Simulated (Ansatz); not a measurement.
# Phases of Mg at 50 GPa

Structure types of Mg are relaxed in primitive cells with their symmetry kept at 50 GPa, on PAW files; LAPW relaxes the small cells further and takes the PAW cell for the others (marked *). The enthalpy is E + pV at zero temperature, without zero-point motion. Only the types listed were tried, and differences under about 5 meV/atom are mesh noise.

All numbers are PBE results (scalar-relativistic) from Ansatz 0.2.0, with Fermi–Dirac smearing of 0.1 eV, no spin polarisation. Methods: LAPW: all electrons, basis error target 0.5 meV/atom; PAW: frozen-core files, cutoff 420 eV.

k meshes: fcc 17×17×17, bcc 18×18×18, hcp 16×16×9, hP4 10×10×6, beta tin 17×17×17, omega 9×9×12.

Problem. Which type is lowest in enthalpy, and by how much?

Solution. hcp, 1 meV/atom below bcc, which is within the noise of the k meshes. The whole table:

```json
{"start type": "fcc", "ends as": "fcc, Fm-3m", "a, b, c (Å)": "3.803, 3.803, 3.803", "V (Å³/atom)": "13.75", "H − H(lowest), LAPW (meV/atom)": "23.4", "same, PAW": "23.3"}
{"start type": "bcc", "ends as": "bcc, Im-3m", "a, b, c (Å)": "3.012, 3.012, 3.012", "V (Å³/atom)": "13.67", "H − H(lowest), LAPW (meV/atom)": "0.7", "same, PAW": "0.7"}
{"start type": "hcp", "ends as": "hcp, P6_3/mmc", "a, b, c (Å)": "2.699, 2.699, 4.358", "V (Å³/atom)": "13.75", "H − H(lowest), LAPW (meV/atom)": "0.0", "same, PAW": "0.0"}
{"start type": "hP4*", "ends as": "dhcp, P6_3/mmc", "a, b, c (Å)": "2.687, 2.687, 8.797", "V (Å³/atom)": "13.75", "H − H(lowest), LAPW (meV/atom)": "14.1", "same, PAW": "14.0"}
{"start type": "beta tin", "ends as": "beta tin, I4_1/amd", "a, b, c (Å)": "4.697, 4.697, 2.543", "V (Å³/atom)": "14.03", "H − H(lowest), LAPW (meV/atom)": "525.7", "same, PAW": "525.5"}
{"start type": "omega", "ends as": "omega, P6/mmm", "a, b, c (Å)": "4.295, 4.295, 2.580", "V (Å³/atom)": "13.74", "H − H(lowest), LAPW (meV/atom)": "69.6", "same, PAW": "69.5"}
```
